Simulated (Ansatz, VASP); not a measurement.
**Se: VASP beside Ansatz**

```xyz
3
Lattice="4.3369 0.0000 0.0000 -2.1684 3.7559 0.0000 0.0000 0.0000 4.9204" Properties=species:S:1:pos:R:3 pbc="T T T"
Se    1.6797    2.9093    0.0000
Se   -0.4888    0.8466    3.2802
Se    0.9775    0.0000    1.6401
```

Change from the starting cell: volume scaled by 0.98.

Alike in both runs: task single point; functional PBE; k mesh 7 × 7 × 6; occupations fermi-dirac, width 0.05 eV; no spin polarisation.

|  | VASP | Ansatz |
| --- | --- | --- |
| version | VASP 6.6.1 | Ansatz 0.2.0 |
| potentials or method | VASP PAW PBE potentials, release 64 (Se) | Ansatz PAW |
| plane-wave cutoff (eV) | 520 | 420 |
| valence electrons in the cell | 18 | 48 |

```tsv
	VASP	Ansatz	Ansatz less VASP
gap on the k mesh at the Fermi level (eV)	1.20	1.20	0.000
least direct gap on the mesh (eV)	1.50	1.51	+0.013
pressure (GPa)	4.2	4.1	-0.15
largest component of the traceless stress (GPa)	1.71	1.66	-0.052
rms of the force components (eV/Å)	0.377	0.357	-0.0207
```

Atom by atom the forces differ by 0.021 eV/Å (rms over components). The two sets of potentials don't hold the same shells in valence.

Caveats: an odd mesh through Γ misses points on the zone boundary, where band edges often lie (VASP); odd divisions of the mesh miss points on the zone boundary, where band edges often lie, so the gap on the mesh can be too wide (Ansatz).
